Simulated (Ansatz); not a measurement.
## GeS: a jump of H

Method: Ansatz 0.2.0, DFT PBE, scalar-relativistic, plane waves, PAW. Settings: 420 eV cutoff, 3×3×2 k-mesh, shifted by half a step, Gaussian smearing of 0.02 eV, no spin polarisation.

Host crystal, relaxed:

```
CELL_PARAMETERS angstrom
10.78541 0.00000 0.00000
0.00000 3.66482 0.00000
0.00000 0.00000 4.45824
ATOMIC_POSITIONS crystal
Ge 0.87403 0.25000 0.36452
Ge 0.12597 0.75000 0.63548
Ge 0.62597 0.75000 0.86452
Ge 0.37403 0.25000 0.13548
S 0.65293 0.25000 0.50257
S 0.34707 0.75000 0.49743
S 0.84707 0.75000 0.00257
S 0.15293 0.25000 0.99743
```

In a supercell of 16 host sites with charge +1, interstitial H hops to an equivalent place, moving 2.89 Å between the relaxed ends. Climbing-image nudged elastic band at fixed cell with images 0 (start) to 6 (end), the path measured over all atoms, converged to 0.05 eV/Å; the order of the saddle wasn't checked, and the small cell leaves errors of about a tenth of an eV. Zero-point motion and tunnelling, which matter for H, are left out.

Supercell rows in host cell vectors: 0 1 -1; 0 1 1; 1 0 0. H was set at (0.227, 0.250, 0.500) of the host cell.

At the relaxed start H has 1 S at 1.37 Å, 1 Ge at 2.31 Å, 1 S at 2.85 Å, 1 S at 2.86 Å, 1 Ge at 2.92 Å, 1 Ge at 2.93 Å.

Problem. How high is the barrier, and where does the atom pass?

Solution. 0.38 eV at image 3, where H has 1 S at 1.59 Å, 1 S at 1.73 Å, 1 Ge at 2.55 Å, 1 Ge at 2.68 Å, 1 Ge at 3.05 Å, 1 S at 3.14 Å, 1 Ge at 3.17 Å.

Cost: 1 run of about 38 core-minutes, on Arm Neoverse V1 (shared hosts).